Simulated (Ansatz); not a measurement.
**Stress against strain in ZnS**

```
CELL_PARAMETERS angstrom
0.00000 2.70465 2.70465
2.70465 0.00000 2.70465
2.70465 2.70465 0.00000
ATOMIC_POSITIONS crystal
Zn 0.00000 0.00000 0.00000
S 0.75000 0.75000 0.75000
```

Atoms are numbered in the order listed.

The cell is COD entry 9000107, as deposited and not checked against the literature; nothing was relaxed.

All numbers below come from DFT, PBE, all-electron LAPW, scalar-relativistic in Ansatz 0.2.0.

Sampling and basis: a Γ-centred 8×8×8 k mesh, Fermi–Dirac smearing of 0.01 eV, basis error target 0.25 meV/atom, no spin polarisation.

The strain is applied along the Cartesian axes of the cell as listed (the other components stay zero). Fractional coordinates are held (clamped ions).

σ is the change of stress from the unstrained cell, which is at 1.39 GPa; tension is positive, so slopes are stress–strain coefficients at that pressure.

Only quantities that a quadratic follows smoothly over the whole series are listed; rougher ones are left out.

| εxx = εyy | σzz (GPa) | σxx (GPa) |
| --- | --- | --- |
| -0.0300 | -4.40 | -5.63 |
| -0.0200 | -2.77 | -3.59 |
| -0.0100 | -1.31 | -1.72 |
| 0.0000 | 0.00 | 0.00 |
| 0.0200 | 2.22 | 3.02 |
| 0.0300 | 3.15 | 4.33 |

**Question.** Fit the series and read off the stiffness at zero strain.

**Answer.** Least-squares fits y = p0 + p1 x + p2 x² to the rows give σzz (GPa): p1 = 125, p2 = -700; σxx (GPa): p1 = 166, p2 = -730. So 2 C12 = 125 GPa and C11 + C12 = 166 GPa.

**Question.** One run, at εxx = εyy = 0.0100, is withheld. Predict its row.

**Answer.** The fits give 1.19, 1.59; the run gave 1.17, 1.57.
